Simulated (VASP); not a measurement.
NaH:

```
Na H
1.0
     0.00000    2.44000    2.44000
     2.44000    0.00000    2.44000
     2.44000    2.44000    0.00000
Na H
1 1
Direct
  0.00000 0.00000 0.00000
  0.50000 0.50000 0.50000
```

```yaml
Program: VASP 6.6.1
Task: relaxation of cell and atoms
Functional: r2SCAN
Potentials_or_basis: VASP PAW PBE potentials, release 64 (Na_pv, H)
Cutoff: 600 eV
k_mesh: 10 × 10 × 10
Occupations: gaussian, width 0.03 eV
Spin: no spin polarisation
```

At the start: pressure -1.3 GPa; volume 14.53 Å³/atom.

Question: Where does the relaxation end?

Answer: Over 6 steps the energy falls by 4.2 meV/atom and the volume is 13.63 Å³/atom (-6.1 %); space group Fm-3m (No. 225, to 0.05 Å).

Step by step:
```tsv
step	energy change (eV)	largest force (eV/Å)	pressure (GPa)	volume (Å³)
1	0.0000	0.0000	-1.29	29.05
2	-0.0036	0.0000	-0.91	28.56
3	-0.0055	0.0000	-0.68	28.22
4	-0.0080	0.0000	-0.31	27.55
5	-0.0054	0.0000	1.20	26.24
6	-0.0085	0.0000	-0.03	27.27
```

Final structure:
```
Na H
1.0
     0.00000    2.38895    2.38895
     2.38895    0.00000    2.38895
     2.38895    2.38895    0.00000
Na H
1 1
Direct
  0.00000 0.00000 0.00000
  0.50000 0.50000 0.50000
```

Caveat: the PAW data sets were made with another functional, which shifts forces and pressure a little.
